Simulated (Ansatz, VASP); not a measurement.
# Two plane-wave programs on NiGe

```
Ni Ge
1.0
     2.97692    0.00000    0.00000
     0.00000    2.97692    0.00000
     0.00000    0.00000    2.97621
Ni Ge
1 1
Direct
  0.00000 0.00000 0.00000
  0.50000 0.50000 0.50000
```

Alike in both runs: functional PBE; k mesh 16 × 16 × 12; occupations gaussian, width 0.1 eV; no spin polarisation.

Ansatz relaxed the structure, and its values are those at the end. VASP's run is a single point on that final structure, the one shown.

|  | VASP | Ansatz |
| --- | --- | --- |
| version | VASP 6.6.1 | Ansatz 0.2.0 |
| potentials or method | VASP PAW PBE potentials, release 64 (Ni, Ge_d) | scalar-relativistic, plane waves, PAW |
| plane-wave cutoff (eV) | 520 | 420 |
| valence electrons in the cell | 24 | 32 |

Ansatz gave:

| Property | Result |
| --- | --- |
| gap on the k mesh at the Fermi level (eV) | none |
| pressure (GPa) | 0.0 |

Q: What did VASP give for the same quantities?

A: gap on the k mesh at the Fermi level (eV): none; pressure (GPa): 0.1.

A gap of «none» marks a metal or a gap that the smearing closes. The two sets of potentials don't hold the same shells in valence.

Spin polarisation is off, so any magnetic state and its effect on volume and gap are missing.
